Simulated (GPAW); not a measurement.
# TePb (Fm-3m) in GPAW: further runs, part 3 of 3

GPAW 26.7.0. Earlier steps stand in the parts before.

## (6) Band structure, RPBE, spin-orbit coupling, no magnetisation

run.py reads:

```python
import numpy as np
from ase import Atoms
from ase.dft.bandgap import bandgap
from ase.io import write
from ase.units import GPa
from gpaw import GPAW, PW
from gpaw.spinorbit import soc_eigenstates

atoms = Atoms(['Pb', 'Te'],
              cell=[[0.0, 3.231, 3.231],
                    [3.231, 0.0, 3.231],
                    [3.231, 3.231, 0.0]],
              scaled_positions=[[0.0, 0.0, 0.0],
                                [0.5, 0.5, 0.5]],
              pbc=True)

calc = GPAW(mode=PW(600),
            xc='RPBE',
            kpts={'size': (6, 6, 6), 'gamma': True},
            occupations={'name': 'fermi-dirac', 'width': 0.05},
            nbands=19,
            convergence={'density': 1e-05, 'energy': 1e-05},
            maxiter=150,
            txt='gpaw.txt')
atoms.calc = calc
energy = atoms.get_potential_energy()
forces = atoms.get_forces()
stress = atoms.get_stress()
calc.write('gs.gpw')
write('result.traj', atoms)
print(f'Energy: {energy:.6f} eV')
print('Forces (eV/A):')
print(forces.round(4))
print('Stress (GPa):', (stress / GPa).round(3))
print('Fermi level:', round(calc.get_fermi_level(), 4), 'eV')
print(f'Gap: {bandgap(calc)[0]:.4f} eV, direct: {bandgap(calc, direct=True)[0]:.4f} eV')

path = atoms.cell.bandpath('GXWKGLUWLK,UX', npoints=80, eps=1e-4)
bs_calc = calc.fixed_density(kpts=path, symmetry='off', nbands=32,
                             convergence={'bands': 'CBM+6.0', 'eigenstates': 1e-6}, txt='bands.txt')
bs = bs_calc.band_structure()
bs.write('bs.json')
print(f'Gap on the path: {bandgap(bs_calc)[0]:.4f} eV')

soc = soc_eigenstates(bs_calc, theta=54.7, phi=45)
np.savetxt('soc_bands.dat', soc.eigenvalues(), fmt='%.4f')
mesh = soc_eigenstates('gs.gpw', theta=54.7, phi=45)
np.savetxt('soc_mesh.dat', mesh.eigenvalues(), fmt='%.4f')
print('Fermi level with spin-orbit coupling:', round(mesh.fermi_level, 4), 'eV')
```

Potentials or basis: the program's PAW data sets (release 1.2.1) made for this functional, pw.

On the command line:

```bash
$ OMP_NUM_THREADS=1 python run.py
```

gpaw.txt:

```text
__  _  _
 | _ |_)|_||  |
 |__||  | ||/\| - 26.7.0

Input parameters:
  mode=PW(ecut=600.0),
  convergence={'density': 1e-05, 'energy': 1e-05},
  kpts=MonkhorstPack(size=(6, 6, 6), gamma=True),
  maxiter=150,
  nbands=19,
  occupations=Occupations(name='fermi-dirac', width=0.05),
  xc=XC(name='RPBE')

Diagonalizing LCAO Hamiltonian
Converting LCAO to pw mode

                 Te

       Pb

Atoms  # Å, Bohr magnetons
|   | symbol |        x |        y |        z |    initial magnetic moments |
|---|--------|----------|----------|----------|-----------------------------|
| 0 |     Pb | 0.000000 | 0.000000 | 0.000000 | ( 0.0000,  0.0000,  0.0000) |
| 1 |     Te | 3.231000 | 3.231000 | 3.231000 | ( 0.0000,  0.0000,  0.0000) |

Unit cell  # Å
| periodic |        x |        y |        z |  lengths |    angles |
|----------|----------|----------|----------|----------|-----------|
|      yes | 0.000000 | 3.231000 | 3.231000 | 4.569324 | 60.000000 |
|      yes | 3.231000 | 0.000000 | 3.231000 | 4.569324 | 60.000000 |
|      yes | 3.231000 | 3.231000 | 0.000000 | 4.569324 | 60.000000 |

Number of symmetries: 48
Symmetry operations  # r_c * U_cc + t_c -> r_c
|    | kind |            matrix            |
|----|------|------------------------------|
|  0 |  σ   |  1, 0, 0,  1, 0,-1,  1,-1, 0 |
|  1 |  C2  |  1, 0, 0,  1,-1, 0,  1, 0,-1 |
|  2 |  E   |  1, 0, 0,  0, 1, 0,  0, 0, 1 |
|  3 |  σ   |  1, 0, 0,  0, 0, 1,  0, 1, 0 |
|  4 |  C4  |  1, 0,-1,  1, 0, 0,  1,-1, 0 |
|  5 |  S6  |  1, 0,-1,  1,-1, 0,  1, 0, 0 |
|  6 |  σ   |  1, 0,-1,  0, 1,-1,  0, 0,-1 |
|  7 |  C3  |  1, 0,-1,  0, 0,-1,  0, 1,-1 |
|  8 |  S6  |  1,-1, 0,  1, 0, 0,  1, 0,-1 |
|  9 |  C4  |  1,-1, 0,  1, 0,-1,  1, 0, 0 |
| 10 |  C3  |  1,-1, 0,  0,-1, 1,  0,-1, 0 |
| 11 |  σ   |  1,-1, 0,  0,-1, 0,  0,-1, 1 |
| 12 |  σ   |  0, 1, 0,  1, 0, 0,  0, 0, 1 |
| 13 |  C4  |  0, 1, 0,  0, 1,-1, -1, 1, 0 |
| 14 |  C3  |  0, 1, 0,  0, 0, 1,  1, 0, 0 |
| 15 |  S6  |  0, 1, 0, -1, 1, 0,  0, 1,-1 |
| 16 |  C2  |  0, 1,-1,  1, 0,-1,  0, 0,-1 |
| 17 |  σ   |  0, 1,-1,  0, 1, 0, -1, 1, 0 |
| 18 |  S4  |  0, 1,-1,  0, 0,-1,  1, 0,-1 |
| 19 |  C4  |  0, 1,-1, -1, 1, 0,  0, 1, 0 |
| 20 |  C3  |  0, 0, 1,  1, 0, 0,  0, 1, 0 |
| 21 |  σ   |  0, 0, 1,  0, 1, 0,  1, 0, 0 |
| 22 |  S6  |  0, 0, 1,  0,-1, 1, -1, 0, 1 |
| 23 |  C4  |  0, 0, 1, -1, 0, 1,  0,-1, 1 |
| 24 |  S4  |  0, 0,-1,  1, 0,-1,  0, 1,-1 |
| 25 |  C3  |  0, 0,-1,  0, 1,-1,  1, 0,-1 |
| 26 |  C2  |  0, 0,-1,  0,-1, 0, -1, 0, 0 |
| 27 |  S6  |  0, 0,-1, -1, 0, 0,  0,-1, 0 |
| 28 |  S4  |  0,-1, 1,  1,-1, 0,  0,-1, 0 |
| 29 |  C4  |  0,-1, 1,  0, 0, 1, -1, 0, 1 |
| 30 |  C2  |  0,-1, 1,  0,-1, 0,  1,-1, 0 |
| 31 |  σ   |  0,-1, 1, -1, 0, 1,  0, 0, 1 |
| 32 |  C3  |  0,-1, 0,  1,-1, 0,  0,-1, 1 |
| 33 |  S6  |  0,-1, 0,  0, 0,-1, -1, 0, 0 |
| 34 |  S4  |  0,-1, 0,  0,-1, 1,  1,-1, 0 |
| 35 |  C2  |  0,-1, 0, -1, 0, 0,  0, 0,-1 |
| 36 |  C2  | -1, 1, 0,  0, 1, 0,  0, 1,-1 |
[... 109 lines left out ...]

eigensolver:
  PPCG
  Converge bands: occupied
  niter=2

density mixing:
  MSR1-Mixer
  Pratt-step length: 0.05
  Maximum mixing coefficient: 0.75
  Old densities: 10
  SVD Regularization: 0.005
  Good broyden scale: 1.0
  Trust region scale: 1.0
  Backstep threshold: 4.0
  History deletion threshold: 6.0
  Fourier metric: weight=20.0, sigma=0.015

occupation numbers:
  Fermi-Dirac:
    width: 0.0500  # eV

poisson solver:
  ecut: 4800.0  # eV

xc functional:
  name: RPBE with 2 nearest neighbor stencil

convergence criteria:
- Maximum integral of absolute [dens]ity change: 1e-05 electrons / valence electron
- Maximum [total energy] change in last 3 cyles: 1e-05 eV / valence electron
- Maximum integral of absolute [eigenst]ate change: 4e-08 eV^2 / valence electron
maximum number of iterations: 150

SCF iterations
|iter     | |      energy | eigst |  dens |
|---------|-|-------------|-------|-------|
|iter:   1| |   -7.177387 | -0.15 |       |
|iter:   2| |   -7.155033 | -1.97 | -1.34 |
|iter:   3| |   -7.068850 | -2.05 | -1.38 |
|iter:   4| |   -7.072164 | -3.67 | -1.98 |
|iter:   5| |   -7.073096 | -4.16 | -2.39 |
|iter:   6| |   -7.073121 | -5.55 | -3.26 |
|iter:   7| |   -7.073123c| -6.57 | -3.83 |
|iter:   8| |   -7.073124c| -7.56c| -4.53 |
|iter:   9| |   -7.073124c| -7.80c| -5.32c|

Converged in 9 steps
Energy contributions relative to reference atoms: (reference = -752089.920900)

Energy contributions:
  Kinetic:          22.427098
  Coulomb:         -22.448602
  Zero:              0.134909
  External:          0.000000
  Xc:               -7.186521
  Entropy:          -0.000017
  Spinorbit:         0.000000
  ----------------------------
  Free energy:      -7.073132
  Extrapolated:     -7.073124

dipole moment: (-27.277469, -27.277469, -27.277469)  # |e|*Ang

Fermi level: 6.198
Eigenvalues  # (at kpt = [0.000, 0.000, 0.000])
| band index |      eig [eV] | occ [0-2] |
|------------|---------------|-----------|
|          0 |       -10.998 |     2.000 |
|        ... |               |           |
|          2 |       -10.989 |     2.000 |
|          3 |       -10.989 |     2.000 |
|          4 |       -10.989 |     2.000 |
|          5 |        -6.189 |     2.000 |
|          6 |         0.299 |     2.000 |
|          7 |         4.412 |     2.000 |
[... 9 lines left out ...]
|         17 |        13.531 |     0.000 |
|         18 |        13.820 |     0.000 |

Gap: 0.753 eV
Transition (v -> c):
  (s=0, k=15, n=9, [0.50, 0.50, 0.50]) -> (s=0, k=15, n=10, [0.50, 0.50, 0.50])
No difference between direct/indirect transitions

Forces  # eV/Ang
|       x |        y |       z |
|---------|----------|---------|
| 0.00000 | -0.00000 | 0.00000 |  # Pb   0
| 0.00000 |  0.00000 | 0.00000 |  # Te   1

Stress tensor  # eV/Ang^3
|         x |         y |         z |
|-----------|-----------|-----------|
| -0.021138 |  0.000000 |  0.000000 |
|  0.000000 | -0.021138 |  0.000000 |
|  0.000000 |  0.000000 | -0.021138 |

# Writing to gs.gpw (mode='')
```

stdout:

```text
Energy: -7.073124 eV
Forces (eV/A):
[[ 0. -0.  0.]
 [ 0.  0.  0.]]
Stress (GPa): [-3.387 -3.387 -3.387  0.     0.     0.   ]
Fermi level: 6.1985 eV
Gap: 0.7534 eV, direct: 0.7534 eV
Gap on the path: 0.7534 eV
Fermi level with spin-orbit coupling: 5.8488 eV
```

Wall time 68 s (1 thread of Intel Xeon Platinum 8488C (Sapphire Rapids), shared host); peak memory 0.35 GiB.

What came out:

* Free energy: -7.0731 eV
* Pressure: 3.4 GPa
* Band gap on the k mesh: 0.19 eV, indirect (least direct gap 0.30 eV)
* Band gap along the path: 0.16 eV, indirect (least direct gap 0.29 eV)

Levels at the corners of the path, in eV from the valence-band top:
| point | band 18 | band 19 | band 20 | band 21 | band 22 | band 23 |
| --- | --- | --- | --- | --- | --- | --- |
| Γ | -0.92 | -0.92 | -0.92 | 2.33 | 2.35 | 4.99 |
| X | -3.24 | -2.39 | -2.39 | 3.41 | 3.41 | 4.39 |
| W | -3.75 | -0.32 | -0.32 | 1.53 | 1.53 | 5.29 |
| K | -2.61 | -1.79 | -1.79 | 2.99 | 2.99 | 4.22 |
| Γ | -0.92 | -0.92 | -0.92 | 2.33 | 2.35 | 4.99 |
| L | -0.59 | -0.20 | -0.20 | 0.17 | 0.17 | 1.46 |
| U | -2.61 | -1.79 | -1.79 | 2.99 | 2.99 | 4.22 |
| W | -3.75 | -0.32 | -0.32 | 1.53 | 1.53 | 5.29 |
| L | -0.59 | -0.20 | -0.20 | 0.17 | 0.17 | 1.46 |
| K | -2.61 | -1.79 | -1.79 | 2.99 | 2.99 | 4.22 |
| U | -2.61 | -1.79 | -1.79 | 2.99 | 2.99 | 4.22 |
| X | -3.24 | -2.39 | -2.39 | 3.41 | 3.41 | 4.39 |

Caveat: spin-orbit coupling was added after a scalar SCF, so levels and gaps hold it while energy, forces, pressure and moments don't; this program's spin-orbit splittings come out too wide for heavy elements.

## (7) The runs side by side

```csv
task,level,potentials or basis,spin,band path,band points,spin axis theta (degrees),spin axis phi (degrees),soc after scf,gap on the mesh (eV),pressure (GPa)
band structure,PBE,"GPAW PAW data sets (gpaw-data 1.2.1), pw","SOC, no magnetisation","GXWKGLUWLK,UX",80,90,0,second variation,0.18,1.9
band structure,BP86,"PAW data sets generated in the run's folder for this functional, pw","SOC, no magnetisation","GXWKGLUWLK,UX",60,90,0,second variation,0.19,2.2
equation of state,BEEF-vdW,"GPAW PAW data sets (gpaw-data 1.2.1), pw",off,-,-,-,-,-,-,-
equation of state,revPBE+D3,"the program's PAW data sets (release 1.2.1) made for this functional, pw",off,-,-,-,-,-,-,-
band structure,RPBE,"the program's PAW data sets (release 1.2.1) made for this functional, pw","SOC, no magnetisation","GXWKGLUWLK,UX",80,54.7,45,second variation,0.19,3.4
```

Alike in all rows: cell as given; k mesh 6 × 6 × 6; cutoff (eV) 600; smearing fermi-dirac 0.05 eV.

Caveats: spin-orbit coupling was added after a scalar SCF, so levels and gaps hold it while energy, forces, pressure and moments don't (some runs); this program's spin-orbit splittings come out too wide for heavy elements (some runs); the PAW data sets were made with another functional, which shifts forces and pressure a little (some runs).

Absolute energies hang on the potentials; compare differences alone.

## (8) How close it comes

Step 2. A measured direct gap of TePb is 0.19 eV (direct; 4.2 K; a printed reference work, monograph); the calculated 0.30 eV misses it by +0.11 eV. The value is that of PBE, without temperature or zero-point motion.

Step 3. Measured direct gap of TePb: 0.19 eV (direct; 4.2 K; a printed reference work, monograph). This calculation gives 0.34 eV (+0.15 eV). The value is that of BP86, without temperature or zero-point motion.

Step 6. A measured direct gap of TePb is 0.19 eV (direct; 4.2 K; a printed reference work, monograph); the calculated 0.29 eV misses it by +0.10 eV. The value is that of RPBE, without temperature or zero-point motion.
